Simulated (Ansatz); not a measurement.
Zn on a Ga site in Ga2O3, calculated

Computed with the plane-wave PAW code Ansatz (scalar-relativistic, PAW set soft_2): PBEsol, collinear spin where a state has unpaired electrons to hold, 420 eV cutoff, k-mesh 2×2×2 shifted by half a step.

The relaxed host crystal (Kohn–Sham gap 2.22 eV over the whole zone):

```cif
data_structure
_symmetry_space_group_name_H-M 'P 1'
_symmetry_Int_Tables_number 1
_cell_length_a 6.3250
_cell_length_b 6.3250
_cell_length_c 5.8105
_cell_angle_alpha 103.298
_cell_angle_beta 103.298
_cell_angle_gamma 27.879
_cell_volume 105.60
loop_
_atom_site_label
_atom_site_type_symbol
_atom_site_fract_x
_atom_site_fract_y
_atom_site_fract_z
_atom_site_occupancy
Ga1 Ga 0.34127 0.34127 0.68542 1
Ga2 Ga 0.65873 0.65873 0.31458 1
Ga3 Ga 0.90948 0.90948 0.20461 1
Ga4 Ga 0.09052 0.09052 0.79539 1
O1 O 0.50377 0.50377 0.74407 1
O2 O 0.49623 0.49623 0.25593 1
O3 O 0.82678 0.82678 0.43723 1
O4 O 0.17322 0.17322 0.56277 1
O5 O 0.16527 0.16527 0.10959 1
O6 O 0.83473 0.83473 0.89041 1
```

Supercell of 40 atoms, rows of the matrix [[1,0,1],[-1,2,0],[-2,2,1]] times the cell vectors; Zn on a Ga site at (0.341, 0.341, 0.685) in fractions of the cell above. Atoms are relaxed at the host's cell; charged cells sit in a uniform background.

Q: How does the lattice relax around the defect, and where do the electrons go?

A: Distances from the Zn atom (Å), by shell of the perfect crystal:

```csv
shell,perfect crystal,charge 0,charge -1
3 O,1.95,2.01 (1.99 to 2.02),2.01 (1.99 to 2.02)
3 O,2.06 (2.02 to 2.08),2.12 (2.09 to 2.15),2.17 (2.10 to 2.21)
2 Ga,3.05,3.05,3.04
2 Ga,3.11,3.10,3.13
```

```
charge  moment of the cell (μB)  moment on Zn (μB)  gap of the cell on the mesh (eV)                                carriers
     0                     1.00               0.10                              0.00  in a band of the host or near its edge
    -1                     0.00               0.00                              2.99                       none in the bands
```

On this mesh the host's own supercell has a gap of 3.17 eV.

At charge 0 a carrier lies in a band of the host or at its edge (levels aligned by the semicore states), so it isn't shown to be bound to the defect (semilocal functionals spread carriers too far and can miss a bound one), and no level is taken from that state.

No formation energy is given for the neutral state, since the neutral cell holds a carrier in a band.

No transition between neighbouring charges can be given. Lowest charge for a Fermi level at mid gap: -1, at the conduction band bottom: -1 (among the charges 0, -1). With the Fermi level at the valence band top the state -1 costs 3.43 eV, and 2.32 eV with the Fermi level at mid gap, which lies 1.11 eV above the valence band top; atoms are taken from and to the elements' standard states.

Caveats: semilocal functionals make gaps too small, which shifts levels too; small supercell, so energies and levels can be off by tenths of an eV; only one start was made, so other minima are possible.
